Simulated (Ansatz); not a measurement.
# MoSe (zincblende): which electronic and magnetic state is lowest, part 2 of 2

Which start takes MoSe (zincblende) lowest in energy? The start comes from a prototype table, not from a measured structure.

Ansatz 0.2.0; DFT r²SCAN, scalar-relativistic, plane waves, PAW. Earlier steps stand in the parts before.

**4. Antiferromagnetic, doubled cell, propagation vector (0, 1/2, 1/2)**

The input, input.yaml:

```yaml
crystal:
  lattice:
    - [0.0, 2.8314484773, 2.8314484773]
    - [5.6628969546, 2.8314484773, 2.8314484773]
    - [5.6628969546, 5.6628969546, 0.0]
  atoms:
    - { symbol: Mo, position: [0.0, 0.0, 0.0], spin: 3.0 }
    - { symbol: Se, position: [0.25, 0.25, 0.0] }
    - { symbol: Mo, position: [0.0, 0.0, 0.5], spin: -3.0 }
    - { symbol: Se, position: [0.25, 0.25, 0.5] }
basis:
  ecutwfc: 500
  ecutrho_ratio: 4
kpoints:
  mp_grid: { grid: [10, 10, 5] }
hamiltonian:
  xc: r2scan
scf:
  occupations: { method: gaussian, width: 0.05 }
output:
  forces: true
  stress: true
  eigenvalues: true
  populations: true
magnetization:
  spin_polarized: true
```

Run with:

```
$ ansatz run input.yaml --threads 2 --pin off --max-ram 2662MiB --backend cpu --events-out ev --progress --plain --runs-dir out
```

The log of the run:

```text
Warning: RAYON_NUM_THREADS=2 ignored (pool sized by the plan → 2); use --threads N
Engine: ansatz 0.2.0, aarch64-unknown-linux-gnu
Pseudopotentials: kind: paw
Pseudopotential: Mo, paw, valence charge 14, recommended cutoff 500 eV (meta_gga), Mo.paw.azcp
Pseudopotential: Se, paw, valence charge 16, recommended cutoff 500 eV (meta_gga), Se.paw.azcp
Functional definition: r2SCAN
  parameter k0 = 0.174
  parameter k1 = 0.065
  parameter a1 = 4.9479
  exchange = r2scan_x(k0 = k0, k1 = k1, a1 = a1)
  correlation = r2scan_c
Crystal: 4 atoms, lattice volume = 90.800 Å³
Basis set: ecut = 500 eV, 2301 PW (Γ), exchange–correlation on 120×216×240 points (64 copies of the dense FFT grid, shifted against one another)
Bands: 40, of which v1, the nominal top of the filled ones, is band 30 counted from 1 (29 counted from 0)
Symmetry: 8 space group operations
Space group: P-4m2 (ITA 115), of the structure as read, at distance tolerance 4.5e-5 Å
Magnetic group: BNS 115.290 (UNI 950), of the structure as read, at distance tolerance 4.5e-5 Å
k-points: 63 of 500 (time reversal used)
Non-local potential: Mo, projectors of the file, l = 0: 3, l = 1: 2, l = 2: 2, l = 3: 1
Non-local potential: Se, projectors of the file, l = 0: 2, l = 1: 2, l = 2: 3, l = 3: 1
PAW form: soft (Blöchl's): semilocal exchange-correlation on the pseudo side does not see the compensation charge
PAW frozen core: Mo, regenerated for the run's functional (the file was generated under x = pbe(κ = 0.804, μ = 0.2195149727645171), c = pbe(β = 0.06672455060314922))
PAW frozen core: Se, regenerated for the run's functional (the file was generated under x = pbe(κ = 0.804, μ = 0.2195149727645171), c = pbe(β = 0.06672455060314922))
PAW one-centre angular grid: Mo, 590 points (default); XC on 160 Gauss nodes
PAW one-centre angular grid: Se, 590 points (default); XC on 160 Gauss nodes
Initial density: superposition of atomic densities (chi_scale 0.1, normalization cell)
Starting moments: Σ|m| = 6 μB on 2 of 4 sites
Starting magnetic order: antiferromagnet; a translation exchanges its spin sublattices: spin-degenerate at every k-point
Initial wavefunctions: pseudopotential atomic-orbital guess
Functional: x = r2scan, c = r2scan; τ floored in thin density (d = 2e-4 eV/Å³)
SCF iter   1: F=—  HF=-20890.401355 eV  |F-HF|=—  |Δ(HF+E_count)|=         —  Δρ=2.78e-2 (↑2.78e-2 ↓2.78e-2)  dr2=3.07e0  dr2_τ=4.79e-2  dr2_m=1.49e-1  M=0.000 μB ∫|m|=5.012 μB  β_m=0.30  ethr=3.10e-3  ⟨swp⟩=6.0  Hψ=9385  notcnv=0
Mixer restart at iter 1: flushing history
preconditioner: auto → Kerker (q_TF=auto, 2.546 Å⁻¹)  [metal: Δε(μ)=0.023 eV  Ē_g=9.580 eV  σ=0.050 eV  W_gap=0.24  n_scr=28 (ndim 8)  ℏωp=19.1 eV  f_vac=0.000  D(μ)=3.54/eV (n_scr^D=28)]
spin=Collinear: Kerker preconditioning applied to the charge; magnetization (m = ρ↑ − ρ↓) channel mixes plain (no charge-response kernel on spin).
SCF iter   2: F=—  HF=-20890.049071 eV  |F-HF|=—  |Δ(HF+E_count)|=   3.52e-1  Δρ=2.03e-2 (↑2.03e-2 ↓2.03e-2)  dr2=1.48e0  dr2_τ=6.84e-3  dr2_m=8.82e-2  M=0.000 μB ∫|m|=4.939 μB  β_m=0.30  ethr=3.10e-3  ⟨swp⟩=2.0  Hψ=3439  notcnv=0  defer=204  κ⁻¹=1.0e0(r=1)
SCF iter   3: F=—  HF=-20889.775658 eV  |F-HF|=—  |Δ(HF+E_count)|=   2.73e-1  Δρ=7.71e-3 (↑7.71e-3 ↓7.71e-3)  dr2=9.32e-2  dr2_τ=2.07e-3  dr2_m=1.68e-2  M=0.000 μB ∫|m|=4.718 μB  β_m=0.30  ethr=2.46e-3  ⟨swp⟩=2.0  Hψ=3578  notcnv=0  defer=204  κ⁻¹=4.4e-2(r=2)
SCF iter   4: F=—  HF=-20889.890767 eV  |F-HF|=—  |Δ(HF+E_count)|=         —  Δρ=8.38e-3 (↑8.38e-3 ↓8.38e-3)  dr2=4.51e-2  dr2_τ=3.33e-3  dr2_m=4.06e-2  M=0.000 μB ∫|m|=4.284 μB  β_m=0.30  ethr=1.55e-4  ⟨swp⟩=3.0  Hψ=5203  notcnv=0  defer=206
Mixer restart at iter 4: flushing history
SCF iter   5: F=—  HF=-20889.915688 eV  |F-HF|=—  |Δ(HF+E_count)|=   2.49e-2  Δρ=6.90e-3 (↑6.90e-3 ↓6.90e-3)  dr2=3.00e-2  dr2_τ=5.36e-4  dr2_m=2.85e-2  M=0.000 μB ∫|m|=4.203 μB  β_m=0.30  ethr=7.52e-5  ⟨swp⟩=1.0  Hψ=2522  notcnv=0  defer=206  κ⁻¹=1.0e0(r=1)
SCF iter   6: F=—  HF=-20889.964434 eV  |F-HF|=—  |Δ(HF+E_count)|=   4.87e-2  Δρ=2.78e-3 (↑2.78e-3 ↓2.78e-3)  dr2=4.87e-3  dr2_τ=7.45e-5  dr2_m=5.29e-3  M=0.000 μB ∫|m|=3.922 μB  β_m=0.30  ethr=5.01e-5  ⟨swp⟩=2.0  Hψ=4771  notcnv=0  defer=206  κ⁻¹=4.8e-2(r=2)
SCF iter   7: F=—  HF=-20889.967436 eV  |F-HF|=—  |Δ(HF+E_count)|=   3.00e-3  Δρ=1.52e-3 (↑1.52e-3 ↓1.52e-3)  dr2=2.31e-3  dr2_τ=6.96e-5  dr2_m=1.16e-3  M=0.000 μB ∫|m|=3.767 μB  β_m=0.30  ethr=8.11e-6  ⟨swp⟩=2.0  Hψ=4809  notcnv=0  defer=206  κ⁻¹=5.7e-3(r=3)
SCF iter   8: F=—  HF=-20889.971773 eV  |F-HF|=—  |Δ(HF+E_count)|=   4.34e-3  Δρ=5.90e-4 (↑5.90e-4 ↓5.90e-4)  dr2=4.86e-4  dr2_τ=1.40e-5  dr2_m=1.42e-4  M=0.000 μB ∫|m|=3.641 μB  β_m=0.30  ethr=3.85e-6  ⟨swp⟩=2.0  Hψ=4525  notcnv=0  defer=206  κ⁻¹=4.9e-4(r=4)
SCF iter   9: F=—  HF=-20889.972001 eV  |F-HF|=—  |Δ(HF+E_count)|=   2.28e-4  Δρ=5.30e-4 (↑5.30e-4 ↓5.30e-4)  dr2=1.45e-4  dr2_τ=7.78e-6  dr2_m=1.95e-4  M=0.000 μB ∫|m|=3.660 μB  β_m=0.30  ethr=8.10e-7  ⟨swp⟩=2.0  Hψ=4415  notcnv=0  defer=206  κ⁻¹=3.7e-4(r=5)
SCF iter  10: F=—  HF=-20889.972482 eV  |F-HF|=—  |Δ(HF+E_count)|=   4.81e-4  Δρ=2.29e-4 (↑2.29e-4 ↓2.29e-4)  dr2=3.02e-5  dr2_τ=1.44e-6  dr2_m=3.46e-5  M=0.000 μB ∫|m|=3.626 μB  β_m=0.30  ethr=2.42e-7  ⟨swp⟩=2.0  Hψ=4435  notcnv=0  defer=206  κ⁻¹=3.1e-4(r=6)
SCF iter  11: F=—  HF=-20889.972463 eV  |F-HF|=—  |Δ(HF+E_count)|=   1.89e-5  Δρ=9.43e-5 (↑9.43e-5 ↓9.43e-5)  dr2=1.27e-5  dr2_τ=1.69e-7  dr2_m=4.01e-6  M=0.000 μB ∫|m|=3.605 μB  β_m=0.30  ethr=5.03e-8  ⟨swp⟩=2.0  Hψ=4443  notcnv=0  defer=206  κ⁻¹=7.5e-5(r=7)
SCF iter  12: F=—  HF=-20889.972458 eV  |F-HF|=—  |Δ(HF+E_count)|=   5.18e-6  Δρ=9.25e-5 (↑9.25e-5 ↓9.25e-5)  dr2=6.12e-6  dr2_τ=5.88e-7  dr2_m=5.75e-6  M=0.000 μB ∫|m|=3.605 μB  β_m=0.30  ethr=2.11e-8  ⟨swp⟩=2.0  Hψ=4271  notcnv=0  defer=206  κ⁻¹=8.7e-6(r=8)
SCF iter  13: F=—  HF=-20889.972474 eV  |F-HF|=—  |Δ(HF+E_count)|=   1.66e-5  Δρ=2.08e-5 (↑2.08e-5 ↓2.08e-5)  dr2=7.75e-7  dr2_τ=1.58e-8  dr2_m=1.78e-7  M=0.000 μB ∫|m|=3.593 μB  β_m=0.30  ethr=1.02e-8  ⟨swp⟩=2.0  Hψ=4420  notcnv=0  defer=206  κ⁻¹=2.8e-6(r=8)
SCF iter  14: F=—  HF=-20889.972475 eV  |F-HF|=—  |Δ(HF+E_count)|=   1.82e-7  Δρ=1.51e-5 (↑1.51e-5 ↓1.51e-5)  dr2=4.70e-7  dr2_τ=6.72e-9  dr2_m=6.27e-8  M=0.000 μB ∫|m|=3.592 μB  β_m=0.30  ethr=1.29e-9  ⟨swp⟩=2.0  Hψ=2883  notcnv=0  defer=206  κ⁻¹=5.9e-6(r=8)
SCF iter  15: F=—  HF=-20889.972475 eV  |F-HF|=—  |Δ(HF+E_count)|=   2.14e-7  Δρ=3.98e-6 (↑3.98e-6 ↓3.98e-6)  dr2=2.25e-8  dr2_τ=3.81e-10  dr2_m=7.12e-9  M=0.000 μB ∫|m|=3.593 μB  β_m=0.30  ethr=7.84e-10  ⟨swp⟩=2.0  Hψ=4287  notcnv=0  defer=206  κ⁻¹=2.7e-7(r=8)
SCF iter  16: F=-20889.972475 eV  HF=-20889.972475 eV  |F-HF|=4.40e-9  |Δ(HF+E_count)|=   2.53e-8  Δρ=2.75e-6 (↑2.75e-6 ↓2.75e-6)  dr2=1.33e-8  dr2_τ=2.14e-10  dr2_m=3.07e-9  M=0.000 μB ∫|m|=3.592 μB  ethr=3.76e-11  ⟨swp⟩=7.3  Hψ=9801  notcnv=0
SCF 1 converged in 16 iterations: F = -20889.972475 eV  dr2 = 1.33e-8
this state was not tested for a lower state beside it, because the mixer in use, unlike msr1, does not test its closes by its own steps (another_mixer; see scf.mixing.algorithm and scf.lower_state_search)
SCF converged after 16 iterations
Magnetization: 0.0000 μB (30.0000 up, 30.0000 down)
Absolute magnetization: 3.5958 μB (∫|ρ↑−ρ↓|, with the PAW one-centre terms)
Spin contamination: 1.4897 ħ² per cell (⟨S²⟩ above its minimum at these occupations)
Per-site moments (μB) at R_I (Å): [(1.2353350968414112, 1.0114938532250337), (-1.0350665853086705e-16, 1.0114938532250337), (-1.2353350968414112, 1.0114938532250337), (1.1847674826372513e-16, 1.0114938532250337)]
Free energy (F): -20889.972475 eV
Harris-Foulkes:  -20889.972475 eV  (|F-HF|=4.40e-9)
Internal energy: -20889.969032 eV  (E = F + TS)
E sigma→0 (E₀):  -20889.970753 eV
Entropy (-TS):   -0.003443 eV (-0.861 meV/atom)
Fermi energy:    11.951269 eV
--- Per-component energies (eV) ---
  E_band       = -1099.859122
  E_kinetic    = 1122.581938
  E_local      = -7409.413443  (includes V_loc(G=0)·N_el)
  E_nonlocal   = -895.783852
  E_hartree    = 3321.247639
  E_xc         = -551.773530
  E_vxc        = -721.185542  (∫ρ·V_xc dr)
  E_paw        = -10289.706090  (= ΣΔE_a)
  E_vpaw       = 117.262958  (= ΣTr[D̂ρ^β])
  E_aug_tail   = -0.000412  (compensation charges beyond the density's cutoff)
  E_vtau       = 44.183661  (kinetic-family band-sum trace: ∫τ·v_τ [+ j·A + Jᵃ·Aᵃ] dr)
  E_ewald      = -6183.149334
  E_core_change = -3.971948  (= ΣΔE_core)
  E_smearing   = -0.003443  (= −TS)
  E_closure    = -0.000000  (closes the sum)
  Σ components = -20889.972475   (vs F -20889.972475, Δ=0.00e0)
--- Forces (eV/Å), atoms counted from 1 ---
  atom   1  Mo     0.00000000     0.00000000    -0.00000000
  atom   2  Se    -0.00000000    -0.00000000    -0.00000000
  atom   3  Mo     0.00000000     0.00000000    -0.00000000
  atom   4  Se     0.00000000    -0.00000000     0.00000000
  max |Σ_I F_I| component: 5.55e-17 eV/Å
--- Stress (GPa, compression-positive) ---
        1.641725       0.000000       0.000000
        0.000000       1.628257       0.000000
        0.000000       0.000000       1.628257
  P = ⅓ Tr σ = 1.6327 GPa (16.327 kbar)
--- Band table (eV; the first three rows and the last of 126) ---
  k-point 0 ↑: bands = ["-51.6339", "-50.3990", "-37.8550", "-37.8550", "-37.8506", "-37.8477", "-37.8477", "-37.8474", "-37.8385", "-37.8377", "-37.8362", "-37.8359", "-25.1623", "-25.1623", "-25.1454", "-23.7697", "-23.7332", "-23.7332", "-3.6458", "-2.7596", "5.3871", "6.5291", "6.5382", "6.5382", "7.6467", "7.6467", "10.3155", "10.4500", "10.6489", "12.3786", "12.5268", "12.5268", "12.7480", "13.3927", "16.1511", "16.2144", "16.2144", "18.0092", "19.4233", "19.8059"]
  k-point 1 ↑: bands = ["-51.6336", "-50.3987", "-37.8550", "-37.8544", "-37.8504", "-37.8483", "-37.8477", "-37.8465", "-37.8384", "-37.8377", "-37.8362", "-37.8360", "-25.1748", "-25.1616", "-25.1430", "-23.7691", "-23.7457", "-23.7326", "-3.4886", "-2.7688", "5.6996", "6.2648", "6.6398", "6.6528", "7.2815", "7.4887", "10.1080", "10.3926", "10.7627", "11.9843", "12.0376", "13.2560", "13.4063", "14.1031", "15.2971", "15.7530", "16.2246", "18.1920", "19.1848", "19.7394"]
  k-point 2 ↑: bands = ["-51.6332", "-50.3982", "-37.8549", "-37.8536", "-37.8497", "-37.8488", "-37.8477", "-37.8457", "-37.8383", "-37.8378", "-37.8362", "-37.8362", "-25.1937", "-25.1605", "-25.1404", "-23.7701", "-23.7637", "-23.7317", "-3.1442", "-2.8674", "6.0360", "6.3115", "6.4868", "6.7576", "6.8821", "7.1802", "10.3106", "10.4145", "11.2202", "11.4895", "12.4227", "12.8551", "13.4330", "14.0784", "14.4729", "15.6149", "16.8096", "18.1075", "18.6626", "19.1013"]
  k-point 62 ↓: bands = ["-51.6323", "-50.3973", "-37.8544", "-37.8519", "-37.8495", "-37.8495", "-37.8471", "-37.8446", "-37.8380", "-37.8380", "-37.8363", "-37.8363", "-25.1950", "-25.1950", "-25.1354", "-23.7695", "-23.7695", "-23.7596", "-2.7585", "-2.7585", "5.3594", "5.4207", "7.5650", "7.6357", "7.6357", "7.7037", "10.2693", "10.2693", "10.9731", "11.1718", "12.0552", "12.6237", "12.6237", "12.6494", "12.9610", "13.0290", "17.9895", "17.9895", "19.3509", "19.5154"]
--- Löwdin populations: 4 sites ---
  site symbol       q [e]    m [muB]
     0     Mo     13.8284     1.7696
     1     Se     16.0200    -0.0000
     2     Mo     13.8284    -1.7696
     3     Se     16.0200    -0.0000
  spilling = 0.005053 (of n_electrons = 60.000000)
```

Run time: 56 s. Hardware: 2 threads of Arm Neoverse V2, shared host; peak memory 0.97 GiB.

Result: volume 22.700 Å³/atom, pressure 1.63 GPa, metallic, spin moments in the atoms' spheres Mo 1.24, -1.24 μB.

Spin moments on the atoms, as numbers (without spin–orbit coupling a common turn of all moments is arbitrary):

| atom | x (μB) | y (μB) | z (μB) |
| --- | --- | --- | --- |
| Mo1 | 0.00 | 0.00 | 1.24 |
| Mo3 | 0.00 | 0.00 | -1.24 |

**5. Small parallel starting moments**

The input, input.yaml:

```yaml
crystal:
  lattice:
    - [0.0, 2.8314484773, 2.8314484773]
    - [2.8314484773, 0.0, 2.8314484773]
    - [2.8314484773, 2.8314484773, 0.0]
  atoms:
    - { symbol: Mo, position: [0.0, 0.0, 0.0], spin: 0.5 }
    - { symbol: Se, position: [0.25, 0.25, 0.25] }
basis:
  ecutwfc: 500
  ecutrho_ratio: 4
kpoints:
  mp_grid: { grid: [10, 10, 10] }
hamiltonian:
  xc: r2scan
scf:
  occupations: { method: gaussian, width: 0.05 }
output:
  forces: true
  stress: true
  eigenvalues: true
  populations: true
magnetization:
  spin_polarized: true
```

Run with:

```
$ ansatz run input.yaml --threads 2 --pin off --max-ram 2662MiB --backend cpu --events-out ev --progress --plain --runs-dir out
```

The log of the run, shortened:

```text
Warning: RAYON_NUM_THREADS=2 ignored (pool sized by the plan → 2); use --threads N
[...]
[... 4 set-up lines as earlier in the session ...]
[...]
Crystal: 2 atoms, lattice volume = 45.400 Å³
Basis set: ecut = 500 eV, 1139 PW (Γ), exchange–correlation on 120×120×120 points (64 copies of the dense FFT grid, shifted against one another)
Bands: 20, of which v1, the nominal top of the filled ones, is band 15 counted from 1 (14 counted from 0)
[... 2 set-up lines as earlier in the session ...]
Magnetic group: BNS 216.74 (UNI 1576), of the structure as read, at distance tolerance 3.6e-5 Å
k-points: 47 of 1000 (time reversal used)
[...]
Free energy (F): -10445.002041 eV
[...]
E sigma→0 (E₀):  -10445.000729 eV
Entropy (-TS):   -0.002625 eV (-1.312 meV/atom)
Fermi energy:    11.942197 eV
[...]
--- Forces (eV/Å), atoms counted from 1 ---
  atom   1  Mo     0.00000000    -0.00000000    -0.00000000
  atom   2  Se    -0.00000000     0.00000000     0.00000000
[...]
--- Stress (GPa, compression-positive) ---
       -0.000246       0.000000       0.000000
       -0.000000      -0.000246      -0.000000
        0.000000      -0.000000      -0.000246
  P = ⅓ Tr σ = -0.0002 GPa (-0.002 kbar)
--- Band table (eV; the first three rows and the last of 94) ---
  k-point 0 ↑: bands = ["-51.5295", "-37.9038", "-37.9038", "-37.9038", "-37.8895", "-37.8895", "-25.0065", "-25.0065", "-25.0065", "-3.6708", "6.4265", "6.4265", "6.4265", "10.2346", "10.2346", "13.2153", "15.9939", "15.9939", "15.9939", "19.5199"]
[...]
--- Löwdin populations: 2 sites ---
  site symbol       q [e]    m [muB]
     0     Mo     13.8505     1.3189
     1     Se     15.9925    -0.0573
  spilling = 0.005235 (of n_electrons = 30.000000)
```

Run time: 15 s. Hardware: 2 threads of Arm Neoverse V2, shared host; peak memory 0.52 GiB.

Read off: volume 22.700 Å³/atom, pressure 0.00 GPa, metallic, spin moments in the atoms' spheres Mo 0.93 μB.

**6. The magnetic starts side by side**

Energies have the smearing extrapolated to zero.

| start | from the base state (meV/atom) | gap (eV) | pressure (GPa) | moments in spheres (μB) |
| --- | --- | --- | --- | --- |
| ferromagnetic | 0.0 | metal | 0.00 | Mo 0.93 |
| no spin polarisation | 73.3 | metal | -2.56 | none |
| antiferromagnetic, doubled cell, propagation vector (0, 0, 1/2) | 9.4 | metal | 1.25 | Mo 1.16, -1.16 |
| antiferromagnetic, doubled cell, propagation vector (0, 1/2, 1/2) | 7.7 | metal | 1.63 | Mo 1.24, -1.24 |
| small parallel starting moments | 0.0 | metal | 0.00 | Mo 0.93 |

Propagation vectors are in units of the typed cell's reciprocal vectors.

**7. Outcome**

This closing draws on all 2 parts.

| quantity | value |
| --- | --- |
| lowest magnetic start | ferromagnetic |
| next in this table | 7.7 meV/atom higher |

In words: The lowest state comes from the start «ferromagnetic», matched within 0.3 meV/atom by «small parallel starting moments»; the next lies 7.7 meV/atom higher. At this cell, forbidding spin polarisation costs 73 meV/atom. Only a few orders and starts were tried, so a lower state isn't excluded.
